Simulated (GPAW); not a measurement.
# CuO (Pm-3m) in GPAW: a series of runs

One crystal, CuO, is run at these levels: BLYP, TPSS, revPBE, PBEsol; tasks: relaxation of cell and atoms.

Program: GPAW 26.7.0. These are calculated values, not measurements. Logs are shortened: lines on timing, memory, paths and dates and some standing lists are left out, and cuts for length are marked. The log counts tension as positive stress, the text compression.

## 1. The structure

It takes space group Pm-3m (No. 221, cubic). Conventional cell: a = 2.553 Å, b = 2.553 Å, c = 2.553 Å, α = 90.00°, β = 90.00°, γ = 90.00°. Cu (site symmetry m-3m) has 8 O at 2.21 Å as nearest neighbours. O (site symmetry m-3m) is surrounded by 8 Cu at 2.21 Å.

Measurements of this composition are mostly on another form, of space group No. 15.

## 2. Relaxation of cell and atoms, BLYP

Contents of run.py:

```python
from ase.filters import FrechetCellFilter
from ase.io import read, write
from ase.optimize import BFGS
from gpaw import GPAW, PW, setup_paths

setup_paths.insert(0, '.')

atoms = read('CuO.xyz')

calc = GPAW(mode=PW(800),
            xc='BLYP',
            kpts={'size': (10, 10, 10), 'gamma': True},
            occupations={'name': 'fermi-dirac', 'width': 0.05},
            nbands=19,
            convergence={'density': 1e-05, 'energy': 1e-05},
            eigensolver='davidson',
            maxiter=150,
            txt='gpaw.txt')
atoms.calc = calc
opt = BFGS(FrechetCellFilter(atoms), trajectory='relax.traj', logfile='-')
done = opt.run(fmax=0.02, steps=60)
calc.write('gs.gpw')
write('result.traj', atoms)
print('Converged:', done)
print('Cell:', atoms.cell.cellpar().round(4))
print('Volume:', round(atoms.get_volume(), 4))
print(atoms.get_scaled_positions().round(5))
```

Contents of CuO.xyz:

```xyz
2
Lattice="2.5525506100 0.0000000000 0.0000000000 0.0000000000 2.5525506100 0.0000000000 0.0000000000 0.0000000000 2.5525506100" Properties=species:S:1:pos:R:3 pbc="T T T"
Cu     0.0000000000      0.0000000000      0.0000000000
O      1.2762753050      1.2762753050      1.2762753050
```

Potentials or basis: PAW data sets generated in the run's folder for this functional, pw.

Command:

```
$ gpaw-setup -f BLYP Cu O
$ OMP_NUM_THREADS=1 python run.py
```

gpaw.txt:

```text
__  _  _
 | _ |_)|_||  |
 |__||  | ||/\| - 26.7.0

Input parameters:
  mode=PW(ecut=800.0),
  convergence={'density': 1e-05, 'energy': 1e-05},
  eigensolver=Davidson(niter=2),
  kpts=MonkhorstPack(size=(10, 10, 10), gamma=True),
  maxiter=150,
  nbands=19,
  occupations=Occupations(name='fermi-dirac', width=0.05),
  xc=XC(name='BLYP')

Diagonalizing LCAO Hamiltonian
Converting LCAO to pw mode
   .-----.
  /|     |
 * |     |
 | .-O---.
 |/     /
 Cu----*

Atoms  # Å, Bohr magnetons
|   | symbol |        x |        y |        z |    initial magnetic moments |
|---|--------|----------|----------|----------|-----------------------------|
| 0 |     Cu | 0.000000 | 0.000000 | 0.000000 | ( 0.0000,  0.0000,  0.0000) |
| 1 |      O | 1.276275 | 1.276275 | 1.276275 | ( 0.0000,  0.0000,  0.0000) |

Unit cell  # Å
| periodic |        x |        y |        z |  lengths |    angles |
|----------|----------|----------|----------|----------|-----------|
|      yes | 2.552551 | 0.000000 | 0.000000 | 2.552551 | 90.000000 |
|      yes | 0.000000 | 2.552551 | 0.000000 | 2.552551 | 90.000000 |
|      yes | 0.000000 | 0.000000 | 2.552551 | 2.552551 | 90.000000 |

Number of symmetries: 48
Symmetry operations  # r_c * U_cc + t_c -> r_c
|    | kind |            matrix            |
|----|------|------------------------------|
|  0 |  E   |  1, 0, 0,  0, 1, 0,  0, 0, 1 |
|  1 |  σ   |  1, 0, 0,  0, 1, 0,  0, 0,-1 |
|  2 |  σ   |  1, 0, 0,  0, 0, 1,  0, 1, 0 |
|  3 |  C4  |  1, 0, 0,  0, 0, 1,  0,-1, 0 |
|  4 |  C4  |  1, 0, 0,  0, 0,-1,  0, 1, 0 |
|  5 |  σ   |  1, 0, 0,  0, 0,-1,  0,-1, 0 |
|  6 |  σ   |  1, 0, 0,  0,-1, 0,  0, 0, 1 |
|  7 |  C2  |  1, 0, 0,  0,-1, 0,  0, 0,-1 |
|  8 |  σ   |  0, 1, 0,  1, 0, 0,  0, 0, 1 |
|  9 |  C2  |  0, 1, 0,  1, 0, 0,  0, 0,-1 |
| 10 |  C3  |  0, 1, 0,  0, 0, 1,  1, 0, 0 |
| 11 |  S6  |  0, 1, 0,  0, 0, 1, -1, 0, 0 |
| 12 |  S6  |  0, 1, 0,  0, 0,-1,  1, 0, 0 |
| 13 |  C3  |  0, 1, 0,  0, 0,-1, -1, 0, 0 |
| 14 |  C4  |  0, 1, 0, -1, 0, 0,  0, 0, 1 |
| 15 |  S4  |  0, 1, 0, -1, 0, 0,  0, 0,-1 |
[... 155 lines left out ...]
xc functional:
  name: BLYP with 2 nearest neighbor stencil

convergence criteria:
- Maximum integral of absolute [dens]ity change: 1e-05 electrons / valence electron
- Maximum [total energy] change in last 3 cyles: 1e-05 eV / valence electron
- Maximum integral of absolute [eigenst]ate change: 4e-08 eV^2 / valence electron
maximum number of iterations: 150

SCF iterations
|iter     | |      energy | eigst |  dens |
|---------|-|-------------|-------|-------|
|iter:   1| |  -10.647363 | -0.08 |       |
|iter:   2| |   -9.338980 | -1.97 | -0.88 |
|iter:   3| |   -7.662919 | -1.38 | -0.97 |
|iter:   4| |   -7.616927 | -3.10 | -1.58 |
|iter:   5| |   -7.595578 | -3.45 | -1.80 |
|iter:   6| |   -7.593797 | -4.13 | -2.32 |
|iter:   7| |   -7.593347 | -4.73 | -2.72 |
|iter:   8| |   -7.593363 | -6.11 | -3.51 |
|iter:   9| |   -7.593361c| -6.59 | -4.04 |
|iter:  10| |   -7.593362c| -7.61c| -4.86 |
|iter:  11| |   -7.593362c| -8.91c| -5.23c|

Converged in 11 steps
Energy contributions relative to reference atoms: (reference = -47074.240493)

Energy contributions:
  Kinetic:          15.403448
  Coulomb:         -14.406003
  Zero:              0.215611
  External:          0.000000
  Xc:               -8.795155
  Entropy:          -0.022526
  Spinorbit:         0.000000
  ----------------------------
  Free energy:      -7.604625
  Extrapolated:     -7.593362
[... 27 lines left out ...]
No gap
No difference between direct/indirect transitions

Stress tensor  # eV/Ang^3
|         x |         y |         z |
|-----------|-----------|-----------|
| -0.195708 |  0.000000 |  0.000000 |
|  0.000000 | -0.195708 |  0.000000 |
|  0.000000 |  0.000000 | -0.195708 |

Forces  # eV/Ang
|        x |       y |        z |
|----------|---------|----------|
|  0.00000 | 0.00000 |  0.00000 |  # Cu   0
| -0.00000 | 0.00000 | -0.00000 |  # O    1

Interpolating wave functions to new cell
   .-----.
  /|     |
 * |     |
 | .-O---.
 |/     /
 Cu----*

Atoms  # Å, Bohr magnetons
|   | symbol |        x |        y |        z |    initial magnetic moments |
|---|--------|----------|----------|----------|-----------------------------|
| 0 |     Cu | 0.000000 | 0.000000 | 0.000000 | ( 0.0000,  0.0000,  0.0000) |
| 1 |      O | 1.291198 | 1.291198 | 1.291198 | ( 0.0000,  0.0000,  0.0000) |

Unit cell  # Å
| periodic |        x |        y |        z |  lengths |    angles |
|----------|----------|----------|----------|----------|-----------|
|      yes | 2.582396 | 0.000000 | 0.000000 | 2.582396 | 90.000000 |
|      yes | 0.000000 | 2.582396 | 0.000000 | 2.582396 | 90.000000 |
|      yes | 0.000000 | 0.000000 | 2.582396 | 2.582396 | 90.000000 |

Number of symmetries: 48
Symmetry operations  # r_c * U_cc + t_c -> r_c
|    | kind |            matrix            |
|----|------|------------------------------|
|  0 |  E   |  1, 0, 0,  0, 1, 0,  0, 0, 1 |
|  1 |  σ   |  1, 0, 0,  0, 1, 0,  0, 0,-1 |
|  2 |  σ   |  1, 0, 0,  0, 0, 1,  0, 1, 0 |
|  3 |  C4  |  1, 0, 0,  0, 0, 1,  0,-1, 0 |
|  4 |  C4  |  1, 0, 0,  0, 0,-1,  0, 1, 0 |
|  5 |  σ   |  1, 0, 0,  0, 0,-1,  0,-1, 0 |
|  6 |  σ   |  1, 0, 0,  0,-1, 0,  0, 0, 1 |
|  7 |  C2  |  1, 0, 0,  0,-1, 0,  0, 0,-1 |
|  8 |  σ   |  0, 1, 0,  1, 0, 0,  0, 0, 1 |
|  9 |  C2  |  0, 1, 0,  1, 0, 0,  0, 0,-1 |
| 10 |  C3  |  0, 1, 0,  0, 0, 1,  1, 0, 0 |
| 11 |  S6  |  0, 1, 0,  0, 0, 1, -1, 0, 0 |
| 12 |  S6  |  0, 1, 0,  0, 0,-1,  1, 0, 0 |
| 13 |  C3  |  0, 1, 0,  0, 0,-1, -1, 0, 0 |
| 14 |  C4  |  0, 1, 0, -1, 0, 0,  0, 0, 1 |
| 15 |  S4  |  0, 1, 0, -1, 0, 0,  0, 0,-1 |
[... 219 lines left out ...]
No gap
No difference between direct/indirect transitions

Stress tensor  # eV/Ang^3
|         x |         y |         z |
|-----------|-----------|-----------|
| -0.136736 |  0.000000 |  0.000000 |
|  0.000000 | -0.136736 |  0.000000 |
|  0.000000 |  0.000000 | -0.136736 |

Forces  # eV/Ang
|       x |        y |       z |
|---------|----------|---------|
| 0.00000 |  0.00000 | 0.00000 |  # Cu   0
| 0.00000 | -0.00000 | 0.00000 |  # O    1

Interpolating wave functions to new cell

           O

       Cu

Atoms  # Å, Bohr magnetons
|   | symbol |        x |        y |         z |    initial magnetic moments |
|---|--------|----------|----------|-----------|-----------------------------|
| 0 |     Cu | 0.000000 | 0.000000 | -0.000000 | ( 0.0000,  0.0000,  0.0000) |
| 1 |      O | 1.331070 | 1.331070 |  1.331070 | ( 0.0000,  0.0000,  0.0000) |

Unit cell  # Å
| periodic |        x |        y |        z |  lengths |    angles |
|----------|----------|----------|----------|----------|-----------|
|      yes | 2.662140 | 0.000000 | 0.000000 | 2.662140 | 90.000000 |
|      yes | 0.000000 | 2.662140 | 0.000000 | 2.662140 | 90.000000 |
|      yes | 0.000000 | 0.000000 | 2.662140 | 2.662140 | 90.000000 |
[... 241 lines left out ...]
No gap
No difference between direct/indirect transitions

Stress tensor  # eV/Ang^3
|         x |         y |         z |
|-----------|-----------|-----------|
| -0.018734 |  0.000000 |  0.000000 |
|  0.000000 | -0.018734 |  0.000000 |
|  0.000000 |  0.000000 | -0.018734 |

Forces  # eV/Ang
|        x |        y |       z |
|----------|----------|---------|
|  0.00000 | -0.00000 | 0.00000 |  # Cu   0
| -0.00000 | -0.00000 | 0.00000 |  # O    1

Interpolating wave functions to new cell

           O

       Cu

Atoms  # Å, Bohr magnetons
|   | symbol |        x |        y |         z |    initial magnetic moments |
|---|--------|----------|----------|-----------|-----------------------------|
| 0 |     Cu | 0.000000 | 0.000000 | -0.000000 | ( 0.0000,  0.0000,  0.0000) |
| 1 |      O | 1.338238 | 1.338238 |  1.338238 | ( 0.0000,  0.0000,  0.0000) |

Unit cell  # Å
| periodic |        x |         y |         z |  lengths |    angles |
|----------|----------|-----------|-----------|----------|-----------|
|      yes | 2.676477 | -0.000000 | -0.000000 | 2.676477 | 90.000000 |
|      yes | 0.000000 |  2.676477 | -0.000000 | 2.676477 | 90.000000 |
|      yes | 0.000000 | -0.000000 |  2.676477 | 2.676477 | 90.000000 |

Number of symmetries: 48
Symmetry operations  # r_c * U_cc + t_c -> r_c
|    | kind |            matrix            |
|----|------|------------------------------|
|  0 |  E   |  1, 0, 0,  0, 1, 0,  0, 0, 1 |
|  1 |  σ   |  1, 0, 0,  0, 1, 0,  0, 0,-1 |
|  2 |  σ   |  1, 0, 0,  0, 0, 1,  0, 1, 0 |
|  3 |  C4  |  1, 0, 0,  0, 0, 1,  0,-1, 0 |
|  4 |  C4  |  1, 0, 0,  0, 0,-1,  0, 1, 0 |
|  5 |  σ   |  1, 0, 0,  0, 0,-1,  0,-1, 0 |
|  6 |  σ   |  1, 0, 0,  0,-1, 0,  0, 0, 1 |
|  7 |  C2  |  1, 0, 0,  0,-1, 0,  0, 0,-1 |
|  8 |  σ   |  0, 1, 0,  1, 0, 0,  0, 0, 1 |
|  9 |  C2  |  0, 1, 0,  1, 0, 0,  0, 0,-1 |
| 10 |  C3  |  0, 1, 0,  0, 0, 1,  1, 0, 0 |
| 11 |  S6  |  0, 1, 0,  0, 0, 1, -1, 0, 0 |
| 12 |  S6  |  0, 1, 0,  0, 0,-1,  1, 0, 0 |
| 13 |  C3  |  0, 1, 0,  0, 0,-1, -1, 0, 0 |
| 14 |  C4  |  0, 1, 0, -1, 0, 0,  0, 0, 1 |
| 15 |  S4  |  0, 1, 0, -1, 0, 0,  0, 0,-1 |
| 16 |  C3  |  0, 0, 1,  1, 0, 0,  0, 1, 0 |
| 17 |  S6  |  0, 0, 1,  1, 0, 0,  0,-1, 0 |
| 18 |  σ   |  0, 0, 1,  0, 1, 0,  1, 0, 0 |
| 19 |  C4  |  0, 0, 1,  0, 1, 0, -1, 0, 0 |
| 20 |  C2  |  0, 0, 1,  0,-1, 0,  1, 0, 0 |
| 21 |  S4  |  0, 0, 1,  0,-1, 0, -1, 0, 0 |
[... 213 lines left out ...]
No gap
No difference between direct/indirect transitions

Stress tensor  # eV/Ang^3
|         x |         y |         z |
|-----------|-----------|-----------|
| -0.002567 |  0.000000 |  0.000000 |
|  0.000000 | -0.002567 |  0.000000 |
|  0.000000 |  0.000000 | -0.002567 |

Forces  # eV/Ang
|       x |       y |       z |
|---------|---------|---------|
| 0.00000 | 0.00000 | 0.00000 |  # Cu   0
| 0.00000 | 0.00000 | 0.00000 |  # O    1

Interpolating wave functions to new cell

           O

       Cu

Atoms  # Å, Bohr magnetons
|   | symbol |        x |        y |         z |    initial magnetic moments |
|---|--------|----------|----------|-----------|-----------------------------|
| 0 |     Cu | 0.000000 | 0.000000 | -0.000000 | ( 0.0000,  0.0000,  0.0000) |
| 1 |      O | 1.339402 | 1.339402 |  1.339402 | ( 0.0000,  0.0000,  0.0000) |

Unit cell  # Å
| periodic |        x |         y |         z |  lengths |    angles |
|----------|----------|-----------|-----------|----------|-----------|
|      yes | 2.678803 |  0.000000 | -0.000000 | 2.678803 | 90.000000 |
|      yes | 0.000000 |  2.678803 | -0.000000 | 2.678803 | 90.000000 |
|      yes | 0.000000 | -0.000000 |  2.678803 | 2.678803 | 90.000000 |

Number of symmetries: 48
Symmetry operations  # r_c * U_cc + t_c -> r_c
|    | kind |            matrix            |
|----|------|------------------------------|
|  0 |  E   |  1, 0, 0,  0, 1, 0,  0, 0, 1 |
|  1 |  σ   |  1, 0, 0,  0, 1, 0,  0, 0,-1 |
|  2 |  σ   |  1, 0, 0,  0, 0, 1,  0, 1, 0 |
|  3 |  C4  |  1, 0, 0,  0, 0, 1,  0,-1, 0 |
|  4 |  C4  |  1, 0, 0,  0, 0,-1,  0, 1, 0 |
|  5 |  σ   |  1, 0, 0,  0, 0,-1,  0,-1, 0 |
|  6 |  σ   |  1, 0, 0,  0,-1, 0,  0, 0, 1 |
|  7 |  C2  |  1, 0, 0,  0,-1, 0,  0, 0,-1 |
|  8 |  σ   |  0, 1, 0,  1, 0, 0,  0, 0, 1 |
|  9 |  C2  |  0, 1, 0,  1, 0, 0,  0, 0,-1 |
| 10 |  C3  |  0, 1, 0,  0, 0, 1,  1, 0, 0 |
| 11 |  S6  |  0, 1, 0,  0, 0, 1, -1, 0, 0 |
| 12 |  S6  |  0, 1, 0,  0, 0,-1,  1, 0, 0 |
| 13 |  C3  |  0, 1, 0,  0, 0,-1, -1, 0, 0 |
| 14 |  C4  |  0, 1, 0, -1, 0, 0,  0, 0, 1 |
| 15 |  S4  |  0, 1, 0, -1, 0, 0,  0, 0,-1 |
| 16 |  C3  |  0, 0, 1,  1, 0, 0,  0, 1, 0 |
| 17 |  S6  |  0, 0, 1,  1, 0, 0,  0,-1, 0 |
| 18 |  σ   |  0, 0, 1,  0, 1, 0,  1, 0, 0 |
| 19 |  C4  |  0, 0, 1,  0, 1, 0, -1, 0, 0 |
| 20 |  C2  |  0, 0, 1,  0,-1, 0,  1, 0, 0 |
| 21 |  S4  |  0, 0, 1,  0,-1, 0, -1, 0, 0 |
[... 211 lines left out ...]
No gap
No difference between direct/indirect transitions

Stress tensor  # eV/Ang^3
|         x |         y |         z |
|-----------|-----------|-----------|
| -0.000056 |  0.000000 |  0.000000 |
|  0.000000 | -0.000056 |  0.000000 |
|  0.000000 |  0.000000 | -0.000056 |

Forces  # eV/Ang
|       x |        y |        z |
|---------|----------|----------|
| 0.00000 |  0.00000 | -0.00000 |  # Cu   0
| 0.00000 | -0.00000 | -0.00000 |  # O    1

# Writing to gs.gpw (mode='')
```

Wall time 88 s (1 thread of Arm Neoverse V1, shared host); peak memory 0.22 GiB.

Results:

* Free energy: -7.8405 eV
* Relaxed volume: 9.61 Å³/atom
* Relaxed cell: a = 2.679 Å, b = 2.679 Å, c = 2.679 Å, α = 90.00°, β = 90.00°, γ = 90.00°
* Space group after relaxing (to 0.05 Å): Pm-3m (No. 221)
* Energy gained by relaxing: 116.5 meV/atom
* Ionic steps: 5
* Pressure after relaxing: 0.0 GPa
* Band gap on the k mesh: none (metal or under the smearing width)

Step by step:
```tsv
step	energy change (eV)	largest force (eV/Å)	pressure (GPa)	volume (Å³)
1	0.0000	0.0000	31.36	16.63
2	-0.1006	0.0000	21.91	17.22
3	-0.2281	0.0000	3.00	18.87
4	-0.2327	0.0000	0.41	19.17
5	-0.2329	0.0000	0.01	19.22
```

Final structure:
```yaml
crystal:
  lattice:
    - [2.67880, 0.00000, 0.00000]
    - [0.00000, 2.67880, 0.00000]
    - [0.00000, 0.00000, 2.67880]
  atoms:
    - { symbol: Cu, position: [0.00000, 0.00000, 0.00000] }
    - { symbol: O, position: [0.50000, 0.50000, 0.50000] }
```

Levels at points of the mesh, in eV from the Fermi level:
| k point | band 5 | band 6 | band 7 | band 8 | band 9 | band 10 | band 11 | band 12 | band 13 | band 14 |
| --- | --- | --- | --- | --- | --- | --- | --- | --- | --- | --- |
| (0.00, 0.00, 0.00) | -1.62 | -1.62 | -1.51 | -1.51 | -1.51 | 0.65 | 15.93 | 15.93 | 19.04 | 19.04 |
| (0.50, 0.00, 0.00) | -2.77 | -1.46 | -1.09 | 0.38 | 0.38 | 6.50 | 7.45 | 17.38 | 17.38 | 18.13 |
| (0.50, 0.50, 0.00) | -2.00 | -1.91 | -1.91 | -1.13 | -0.76 | 5.04 | 11.12 | 11.12 | 17.14 | 23.40 |
| (0.50, 0.50, 0.50) | -1.10 | -1.10 | 0.28 | 0.28 | 0.28 | 7.23 | 7.23 | 7.23 | 12.06 | 21.69 |

Caveat: with this Cu data set, volumes or pressures lay over 1.5 % or 2 GPa off other programs in two to four cells of ten; later steps reuse the first step's grids; the volume moved by over 15 % at a fixed basis, so the end points are rough; an odd number of electrons without spin polarisation forces a metal; a magnetic or distorted state may lie lower; the run has no spin polarisation, though such a crystal can be magnetic; semilocal functionals often make such compounds metallic where correlation or magnetic order opens a gap, which also shifts bond lengths.

## 3. Relaxation of cell and atoms, TPSS

Changes to run.py since step 2:

```diff
@@ -3,5 +3,3 @@
 from ase.optimize import BFGS
-from gpaw import GPAW, PW, setup_paths
-
-setup_paths.insert(0, '.')
+from gpaw import GPAW, PW
 
@@ -10,3 +8,3 @@
 calc = GPAW(mode=PW(800),
-            xc='BLYP',
+            xc='MGGA_X_TPSS+MGGA_C_TPSS',
             kpts={'size': (10, 10, 10), 'gamma': True},
```

CuO.xyz is that of step 2.

Potentials or basis: GPAW PAW data sets (gpaw-data 1.2.1), pw.

Command:

```
$ OMP_NUM_THREADS=1 python run.py
```

Wall time 6.5 min (1 thread of Arm Neoverse V1, shared host); peak memory 0.46 GiB.

It converged, with:

- Free energy: -18.5814 eV
- Relaxed volume: 8.86 Å³/atom
- Relaxed cell: a = 2.607 Å, b = 2.607 Å, c = 2.607 Å, α = 90.00°, β = 90.00°, γ = 90.00°
- Space group after relaxing (to 0.05 Å): Pm-3m (No. 221)
- Energy gained by relaxing: 25.9 meV/atom
- Ionic steps: 4
- Pressure after relaxing: 0.1 GPa
- Band gap on the k mesh: none (metal or under the smearing width)

Step by step:
```
step  energy change (eV)  largest force (eV/Å)  pressure (GPa)  volume (Å³)
   1              0.0000                0.0000           14.84        16.63
   2             -0.0230                0.0000           10.53        16.91
   3             -0.0513                0.0000            0.81        17.65
   4             -0.0518                0.0000            0.05        17.71
```

Final structure:
```cif
data_structure
_symmetry_space_group_name_H-M 'P 1'
_symmetry_Int_Tables_number 1
_cell_length_a 2.6068
_cell_length_b 2.6068
_cell_length_c 2.6068
_cell_angle_alpha 90.000
_cell_angle_beta 90.000
_cell_angle_gamma 90.000
_cell_volume 17.71
loop_
_atom_site_label
_atom_site_type_symbol
_atom_site_fract_x
_atom_site_fract_y
_atom_site_fract_z
_atom_site_occupancy
Cu1 Cu 0.00000 0.00000 0.00000 1
O1 O 0.50000 0.50000 0.50000 1
```

Levels at points of the mesh, in eV from the Fermi level:
| k point | band 7 | band 8 | band 9 | band 10 | band 11 | band 12 |
| --- | --- | --- | --- | --- | --- | --- |
| (0.00, 0.00, 0.00) | -1.59 | -1.59 | -1.59 | 0.86 | 15.81 | 15.81 |
| (0.50, 0.00, 0.00) | -1.16 | 0.43 | 0.43 | 6.58 | 8.27 | 17.67 |
| (0.50, 0.50, 0.00) | -2.07 | -1.18 | -0.97 | 5.42 | 11.70 | 11.70 |
| (0.50, 0.50, 0.50) | 0.34 | 0.34 | 0.34 | 7.06 | 7.06 | 7.06 |

Caveat: with this Cu data set, volumes or pressures lay over 1.5 % or 2 GPa off other programs in two to four cells of ten; later steps reuse the first step's grids; the PAW data sets were made with another functional, which shifts forces and pressure a little; an odd number of electrons without spin polarisation forces a metal; a magnetic or distorted state may lie lower; the run has no spin polarisation, though such a crystal can be magnetic; semilocal functionals often make such compounds metallic where correlation or magnetic order opens a gap, which also shifts bond lengths.

(Continued in part 2 of 2.)
